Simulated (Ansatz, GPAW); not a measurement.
# Geometry or basis: what sets the conductance of a Pt chain with one Al atom in line, part 2 of 4

How well does a Pt chain with one Al atom in line conduct once its atoms have relaxed, and how much do cheaper levels lose?

GPAW 26.7.0 and Ansatz 0.2.0; Ansatz plane waves; relaxation of the junction with the lead ends held (the session's first sound run).

So far. Step 2 (Relaxing the atoms): The relaxation lowered the energy of the cell by 0.486 eV.

## (3) Plane waves, PBE

Plane waves give the reference curve, free of the bias of atom-centred orbitals.

This step: Ansatz plane waves; Landauer transmission by layers, zero bias (Ansatz 0.2.0).

input.yaml

```yaml
crystal:
  lattice:
    - [9.0, 0.0, 0.0]
    - [0.0, 9.0, 0.0]
    - [0.0, 0.0, 40.6794]
  atoms:
    - { symbol: Pt, position: [0.5, 0.5, 0.0294989602] }
    - { symbol: Pt, position: [0.5, 0.5, 0.0884968805] }
    - { symbol: Pt, position: [0.5, 0.5, 0.1474948008] }
    - { symbol: Pt, position: [0.5, 0.5, 0.2064927211] }
    - { symbol: Pt, position: [0.5, 0.5, 0.2654906415] }
    - { symbol: Pt, position: [0.5, 0.5, 0.3244885618] }
    - { symbol: Pt, position: [0.5221570996, 0.5468200448, 0.3831412849] }
    - { symbol: Pt, position: [0.4755924963, 0.455880726, 0.4415984017] }
    - { symbol: Al, position: [0.5009276591, 0.5001038902, 0.4999264058] }
    - { symbol: Pt, position: [0.5063441328, 0.4501374928, 0.5582964233] }
    - { symbol: Pt, position: [0.5004611021, 0.5514314774, 0.6168371803] }
    - { symbol: Pt, position: [0.5, 0.5, 0.6755114382] }
    - { symbol: Pt, position: [0.5, 0.5, 0.7345093585] }
    - { symbol: Pt, position: [0.5, 0.5, 0.7935072789] }
    - { symbol: Pt, position: [0.5, 0.5, 0.8525051992] }
    - { symbol: Pt, position: [0.5, 0.5, 0.9115031195] }
    - { symbol: Pt, position: [0.5, 0.5, 0.9705010398] }
kpoints:
  mp_grid: { grid: [1, 1, 2] }
hamiltonian:
  xc: pbe
scf:
  occupations: { method: fermi_dirac, width: 0.1 }
output:
  transmission:
    leads: [[0, 1]]
    e_range: [-2, 2]
    de: 0.025
    kmesh: [1, 1]
    reduced_basis: true
  write_potential: true
  write_density: true
  volumetric_format: npy
  elf: true
```

Command:

```bash
ansatz run input.yaml --threads 4 --pin off --max-ram 8192MiB --backend cpu --events-out ev --progress --plain --runs-dir out
```

Numbers of over 12 decimals in the logs are rounded to 6 here.

Log:

```text
[...]
Crystal: 17 atoms, lattice volume = 3295.031 Å³
Basis set: ecut = 420 eV, 64267 PW (Γ)
Bands: 175, of which v1, the nominal top of the filled ones, is band 146 counted from 1 (145 counted from 0)
Symmetry: 1 space group operations
[...]
k-points: 2
[...]
SCF iter   1: F=—  HF=-200864.492835 eV  |F-HF|=—  |Δ(HF+E_count)|=         —  Δρ=9.95e-3  dr2=3.89e1  ethr=1.77e-3  ⟨swp⟩=6.5  Hψ=1349  notcnv=0  defer=15
[...]
SCF iter  12: F=-200864.113168 eV  HF=-200864.113168 eV  |F-HF|=4.63e-9  |Δ(HF+E_count)|=  8.44e-10  Δρ=3.77e-7  dr2=1.05e-8  ethr=3.44e-11  ⟨swp⟩=13.5  Hψ=977  notcnv=0
SCF 1 converged in 12 iterations: F = -200864.113168 eV  dr2 = 1.05e-8
[...]
transmission: 51 of 306 steps passed
transmission: 102 of 306 steps passed
[...]
transmission: 306 of 306 steps passed
WARN: The output density's exchange-correlation potential varies sharply where the density is thin. Do not read a vacuum level from v_tot or v_xc, or from such a field of the output density. On a cell that repeats whose density bears no net charge and no dipole along the vacuum's axis use v_es (v_loc + v_h of the components); under efield.dipole_correction with no amplitude use v_es + v_field, which holds any externa [...]
SCF converged after 12 iterations
Free energy (F): -200864.113168 eV
[...]
Internal energy: -200863.024489 eV  (E = F + TS)
E sigma→0 (E₀):  -200863.568829 eV
Entropy (-TS):   -1.088679 eV (-64.040 meV/atom)
Fermi energy:    -3.832453 eV
[...]
--- Band table (eV) ---
  k-point 0: bands = [... 142 lower, -4.0009, -3.9901, -3.9102, -3.8172, -3.7879, -3.6675, -3.6597, -3.6381, ... 25 higher]
  k-point 1: bands = [... 142 lower, -4.0281, -3.9842, -3.9685, -3.8417, -3.7335, -3.6863, -3.6668, -3.5726, ... 25 higher]
--- Transmission ---
  basis      : 717 plane waves across, 51 finite elements along
  points     : 1, standing for a mesh of 1 x 1
  filling    : by the input's occupations and mesh, since the crystals that have channels conduct as metals do. If one of these is a semiconductor, that mesh has misplaced its level
  energies   : 161 from -2.000000 to 2.000000 eV about the Fermi level, 0.025000 eV apart; the leads are filled to 0.000000 eV, and channels, transmission and decay are at 0.000000 eV
  crystal 0  : Pt1, at the sites [0, 1], period 2.4000 Å, over 28.80 Å; its Hamiltonian steps by up to 2.8 meV
    offset         : up to 0.0000 Å between an atom of the period and one for which it stands
    filled         : 2.3 meV over the level at which it is neutral
    channels       : 4.000000e0 a spin
    conductance    : 3.8262e14 S/m² at 300 K; may be off by some 0.0 % by where its bands' edges are placed, 0.0 % from the distance to neutral
  junction   : crystal 0 to crystal 0, 0.70 to 38.98 Å
    transmission   : 1.018399e0 a spin
    error estimate : 2.427339e-4 a spin from the reduction of the transverse basis, at the most 2.790465e-3 at -1.375000 eV
    conductance    : 9.7448e13 S/m² at 300 K (9.7448e13 on every other energy)
    error estimate : 0.0 % from the energy spacing and 0.0 % from band edges of the leads and from resonances (wavevectors taken as independent; lower de), 0.0 % from the reduction of the transverse basis, 0.3 % from the steps of its leads' Hamiltonians or their offsets (lay more layers), 0.1 % from the distance to neutral
    resistance     : 7.6483e-3 Ω µm² beyond half of each lead's own
```

Elapsed: 2 min, on 4 threads of Arm Neoverse V2, shared host; peak memory 5 GiB; 6 min of CPU time.

In the SCF lines HF is the Harris–Foulkes energy and dr2 the Hartree energy of the density residual, in eV; the loop may stop once dr2 is under the threshold and the program's other checks hold. Hψ counts applications of the Hamiltonian.

This step gave:

| Property | Result |
| --- | --- |
| free energy | -200864.1132 eV |
| lead level | 0 eV from the Fermi level |
| transmission at the Fermi level (one spin) | 1.018 |
| open channels of the lead at the Fermi level (one spin) | 4 |
| step of the potential along the lead | 2.8 meV |
| offset of the lead | 0 Å |
| filling of the lead less its bulk value, in size | 2.3 meV |
| conductance | 1.019 G₀ |

One spin. Transmission, zone mean against energy, zero at the Fermi level:

```csv
energy (eV),"transmission, zone mean"
-2.000,1.01
-1.800,1.02
-1.600,1.13
-1.400,1.19
-1.325,1.20
-1.200,1.17
-1.000,1.11
-0.800,1.24
-0.600,1.38
-0.400,1.43
-0.275,1.20
-0.200,1.14
0.000,1.02
0.200,0.931
0.400,0.894
0.525,0.905
0.600,0.902
0.800,0.737
1.000,0.648
1.200,0.627
1.400,0.630
1.600,0.658
1.800,0.723
2.000,0.907
```

One spin. Table of open channels, zone mean by energy, zero at the Fermi level:

```csv
energy (eV),"open channels, zone mean"
-2.000,3
-1.900,3
-1.800,3
-1.700,3
-1.600,4
-1.500,4
-1.400,6
-1.300,6
-1.200,6
-1.100,6
-1.000,6
-0.900,6
-0.800,6
-0.700,6
-0.600,6
-0.500,6
-0.400,4
-0.300,4
-0.200,4
-0.100,4
0.000,4
0.100,4
0.200,4
0.300,3
0.400,3
0.500,3
0.600,3
0.700,3
0.800,1
0.900,1
1.000,1
1.100,1
1.200,1
1.300,1
1.400,1
1.500,1
1.600,1
1.700,1
1.800,1
1.900,1
2.000,1
```

Crystal 0, spin -, k parallel (0, 0); distinct values, listed up to 1.5 1/Å. The Im kz of the slowest decaying states by energy, zero at the Fermi level:

```csv
energy (eV),decay 1 (Å⁻¹),decay 2 (Å⁻¹),decay 3 (Å⁻¹),decay 4 (Å⁻¹)
-2.000,0.385,0.609,0.610,1.40
-1.800,0.271,0.497,0.498,1.38
-1.600,0.337,0.337,1.36,1.36
-1.400,1.34,1.34,1.37,1.48
-1.200,1.32,1.32,1.35,1.46
-1.000,1.30,1.30,1.33,1.44
-0.800,1.28,1.28,1.31,1.43
-0.600,1.26,1.26,1.29,1.41
-0.400,0.126,0.126,1.24,1.24
-0.200,0.357,0.357,1.22,1.22
0.000,0.474,0.474,1.20,1.23
0.200,0.558,0.558,1.18,1.18
0.400,0.142,0.623,0.623,1.16
0.600,0.242,0.676,0.676,1.14
0.800,0.0320,0.0343,0.308,0.721
1.000,0.117,0.118,0.360,0.759
1.200,0.157,0.158,0.402,0.793
1.400,0.184,0.184,0.438,0.822
1.600,0.203,0.203,0.469,0.848
1.800,0.216,0.216,0.496,0.872
2.000,0.224,0.224,0.519,0.893
```

Crystal 0, spin -, k parallel (0, 0). Re kz of states that move upwards against energy, zero at the Fermi level:

```csv
energy (eV),channel 1 (Å⁻¹),channel 2 (Å⁻¹),channel 3 (Å⁻¹),channel 4 (Å⁻¹),channel 5 (Å⁻¹),channel 6 (Å⁻¹)
-2.0000,-0.639,-0.638,0.728,-,-,-
-1.7500,-0.589,-0.589,0.753,-,-,-
-1.5000,-0.541,-0.541,0.200,0.780,-,-
-1.2500,-0.495,-0.494,0.370,0.392,0.393,0.809
-1.0000,-0.449,-0.449,0.485,0.622,0.622,0.841
-0.7500,-0.403,-0.403,0.576,0.829,0.829,0.878
-0.5000,-0.357,-0.357,0.653,0.924,1.09,1.09
-0.2500,-0.310,-0.310,0.715,0.984,-,-
0.0000,-0.261,-0.261,0.766,1.07,-,-
0.2500,-0.208,-0.208,0.807,1.21,-,-
0.5000,-0.147,-0.146,0.840,-,-,-
0.7500,-0.0495,-0.0478,0.869,-,-,-
1.0000,0.895,-,-,-,-,-
1.2500,0.919,-,-,-,-,-
1.5000,0.942,-,-,-,-,-
1.7500,0.964,-,-,-,-,-
2.0000,0.985,-,-,-,-,-
```

The electrostatic potential energy of an electron (with the applied field's), less the Fermi level, planar mean oscillates, so the rows of the table below give means over windows of 2.4 Å about each position, cut where the curve ends. Its first 14 maxima inside the range that stand out by 2 % of the span (Å: eV): 2.4: 5.72, 4.8: 5.71, 7.2: 5.71, 9.6: 5.69, 12.0: 5.68, 14.4: 5.63, 16.8: 5.43, 19.1: 5.10, 21.6: 5.10, 23.9: 5.43, 26.3: 5.63, 28.7: 5.68, 31.1: 5.69, 33.5: 5.71. Its first 14 minima: 1.1: 3.76, 3.5: 3.75, 5.9: 3.76, 8.3: 3.74, 10.7: 3.72, 13.1: 3.71, 15.5: 3.63, 17.9: 3.42, 20.3: 4.03, 22.7: 3.42, 25.1: 3.63, 27.5: 3.71, 29.9: 3.72, 32.3: 3.74.

Table of electrostatic potential energy of an electron (with the applied field's), less the Fermi level, planar mean by z; means over each step:

```csv
z (Å),"electrostatic potential energy of an electron (with the applied field's), less the Fermi level, planar mean (eV)"
1.20,4.76
3.60,4.75
6.00,4.76
8.40,4.74
10.80,4.72
13.20,4.70
15.60,4.61
18.00,4.39
20.40,4.47
22.80,4.41
25.20,4.62
27.60,4.71
30.00,4.72
32.40,4.74
34.80,4.76
37.20,4.75
39.60,4.64
```

The valence density, planar mean oscillates, so the rows of the table below give means over windows of 2.4 Å about each position, cut where the curve ends. Its first 14 maxima inside the range that stand out by 2 % of the span (Å: e/Å³): 1.1: 0.196, 3.5: 0.196, 5.9: 0.197, 8.3: 0.197, 10.7: 0.197, 13.1: 0.197, 15.5: 0.197, 17.9: 0.197, 22.7: 0.197, 25.1: 0.197, 27.5: 0.197, 29.9: 0.197, 32.3: 0.197, 34.7: 0.197. Its first 14 minima: 2.4: 0.0225, 4.8: 0.0224, 7.2: 0.0225, 9.6: 0.0225, 12.0: 0.0226, 14.4: 0.0228, 16.8: 0.0214, 20.3: 0.0103, 23.9: 0.0213, 26.3: 0.0228, 28.7: 0.0226, 31.1: 0.0225, 33.5: 0.0225, 35.9: 0.0224.

Table of valence density, planar mean by z; means over each step:

z (Å), valence density, planar mean (e/Å³) and a bar from the least value:
```
     1.20      0.093 ###########################
     3.60      0.093 ###########################
     6.00      0.093 ###########################
     8.40      0.093 ###########################
    10.80      0.093 ###########################
    13.20      0.093 ###########################
    15.60      0.093 ###########################
    18.00      0.093 ###########################
    20.40      0.014 
    22.80      0.093 ###########################
    25.20      0.093 ###########################
    27.60      0.093 ###########################
    30.00      0.093 ###########################
    32.40      0.093 ###########################
    34.80      0.093 ###########################
    37.20      0.093 ###########################
    39.60      0.101 ##############################
```

Valence density in the cb plane at fractional x = 0.500, with atoms of Pt and Al within 0.2 Å of it. It is the smooth field of the valence electrons, not physical close to the nuclei.

Ten steps, logarithmic in the rise over the least value, from '0' (0 e/Å³) to '9' (11 e/Å³), each cell a mean:
```
00000000000000000000000000000000000000000000
00000000000000000000000000000000000000000000
00000000000000000000000000000000000000000000
00000000000000000000000000000000000000000000
00000000000000000000000000000000000000000000
00000000000000000000000000000000000000000000
00000000000111000000000000000000000001111000
10000111111232210000000000000000000012332111
22112232223566421111111111110011111135764222
64324565335798642222221111111122222258997434
86446898545899743455532211122335543368997546
97547999645799744688753211123468875358987447
97447998634576534799864321123479986346765347
75335776422333324699863221123479986323332235
43222443211111112577642211112357874211111112
11111111100000001244321110111234542100000001
00000000000000000111110000000012211000000000
00000000000000000000000000000000000000000000
00000000000000000000000000000000000000000000
00000000000000000000000000000000000000000000
00000000000000000000000000000000000000000000
00000000000000000000000000000000000000000000
00000000000000000000000000000000000000000000
00000000000000000000000000000000000000000000
```
Columns run along c (16.0 Å, from fractional 0.27 to 0.67 of the cell), rows up along b (9.0 Å). Atoms in or near the plane, at fractional coordinates: Pt at (0.32, 0.50), Pt at (0.38, 0.55), Al at (0.50, 0.50), Pt at (0.56, 0.45), Pt at (0.62, 0.55).

ELF in the cb plane at fractional x = 0.500, with atoms of Pt and Al within 0.2 Å of it. It is the smooth field of the valence electrons, not physical close to the nuclei.

Ten even steps from '0' (0.00) to '9' (0.79), each cell a mean:
```
00000000000000000000000000000000000000000000
00000000000000000000000000000000000000000000
00000000000000000000000000000000000000000000
00000000000000000000000000000000000000000000
00000000000111100000000000000000000001111000
10000110001222210000000000000000000012221100
21111221112333211001112222222111000123332111
32222333222344321122234555554322211123443222
43333444333466422333346887887543332235664233
54334565434687633444457996799644443247886344
75445787444788633455557953389645544358886445
87446888544788633577656826358557764347876446
86435887534566433688756833267568885345664436
64334676334444433688755874587468885234444334
43333454323333322467544787785357763223333323
33223343222222212344433566654334542112222123
22112232110111111233322233332223432101110012
11001111100000001222211111111122321100000001
00000000000000000111110000000011111000000000
00000000000000000000000000000000100000000000
00000000000000000000000000000000000000000000
00000000000000000000000000000000000000000000
00000000000000000000000000000000000000000000
00000000000000000000000000000000000000000000
```
Columns run along c (16.0 Å, from fractional 0.27 to 0.67 of the cell), rows up along b (9.0 Å). Atoms in or near the plane, at fractional coordinates: Pt at (0.32, 0.50), Pt at (0.38, 0.55), Al at (0.50, 0.50), Pt at (0.56, 0.45), Pt at (0.62, 0.55).

Electrostatic potential energy in the cb plane at fractional x = 0.500, with atoms of Pt and Al within 0.2 Å of it. With pseudopotentials it is smooth inside the atoms' cores, unlike the true potential.

Ten even steps from '0' (-68 eV) to '9' (2 eV), each cell a mean:
```
99999999999999999999999999999999999999999999
99999999999999999999999999999999999999999999
99999999999999999999999999999999999999999999
99999999999999999999999999999999999999999999
99999999999999999999999999999999999999999999
99999999999999999999999999999999999999999999
99999999999999999999999999999999999999999999
99999999999989999999999999999999999998889999
99999999998655799999999988899999999985347899
57998656887200379999999877789999999861003787
04784101685000178866789767678986678840002774
01672000476100378510268778768851137861003771
02773000588634687300058767768720005885347872
36886324799888998300158876678720005899889986
88998878999999998632479988889852137999999998
99999999999999999987899999999987789999999999
99999999999999999999999999999999999999999999
99999999999999999999999999999999999999999999
99999999999999999999999999999999999999999999
99999999999999999999999999999999999999999999
99999999999999999999999999999999999999999999
99999999999999999999999999999999999999999999
99999999999999999999999999999999999999999999
99999999999999999999999999999999999999999999
```
Columns run along c (16.0 Å, from fractional 0.27 to 0.67 of the cell; values clipped at the 3rd and 97th percentile), rows up along b (9.0 Å). Atoms in or near the plane, at fractional coordinates: Pt at (0.32, 0.50), Pt at (0.38, 0.55), Al at (0.50, 0.50), Pt at (0.56, 0.45), Pt at (0.62, 0.55).

T at the Fermi level is 1.02 of 4 open channels a spin, without spin-orbit coupling, which is large for these atoms.

(Part 2 of 4 ends here.)

[Logs are printed without paths, hosts, clocks, repeated set-up lines and the standing remarks that a program may print on its own settings, such as how far it seeks lower states.]

[Hosts, paths, dates, database ids (printed as entryN), source tags and the programs' standing remarks are cut or masked in the printed files.]
